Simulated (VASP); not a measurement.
# SiC (Moissanite 3C): relaxation of cell and atoms with PBEsol

SiC (Moissanite 3C):

```xyz
2
Lattice="0.0000 2.1790 2.1790 2.1790 0.0000 2.1790 2.1790 2.1790 0.0000" Properties=species:S:1:pos:R:3 pbc="T T T"
Si    0.0000    0.0000    0.0000
C     1.0895    1.0895    1.0895
```

```yaml
Program: VASP 6.6.1
Task: relaxation of cell and atoms
Functional: PBEsol
Potentials_or_basis: VASP PAW PBE potentials, release 64 (Si, C)
Cutoff: 600 eV
k_mesh: 10 × 10 × 10
Occupations: gaussian, width 0.03 eV
Spin: no spin polarisation
Further_INCAR_settings: ALGO = Normal; EDIFF = 1e-06; IBRION = 2; EDIFFG = -0.01; NSW = 90; ISIF = 3
```

The pressure after relaxing is 0.0 GPa and the band gap on the k mesh is 1.23 eV, indirect (least direct gap 4.44 eV).

Final structure:
```
Si C
1.0
     0.00000    2.17900    2.17900
     2.17900    0.00000    2.17900
     2.17900    2.17900    0.00000
Si C
1 1
Direct
  0.00000 0.00000 0.00000
  0.25000 0.25000 0.25000
```

Levels at points of the mesh, in eV from the valence-band top:
```tsv
k point	band 1	band 2	band 3	band 4	band 5	band 6	band 7	band 8
(0.00, 0.00, 0.00)	-15.42	0.00	0.00	0.00	6.19	7.24	7.24	7.24
(0.50, 0.00, 0.00)	-11.82	-8.60	-1.06	-1.06	5.37	7.14	7.14	9.92
(0.50, 0.50, 0.00)	-10.36	-7.83	-3.21	-3.21	1.23	4.20	13.95	13.95
```

It took 8.6 s on 1 thread of Intel(R) Xeon(R) Platinum 8488C (Sapphire Rapids) (shared host), peak memory 0.14 GiB.

Caveat: the relaxation stopped at its first step, so nothing moved; the PAW data sets were made with another functional, which shifts forces and pressure a little. A k mesh can miss the band edges.
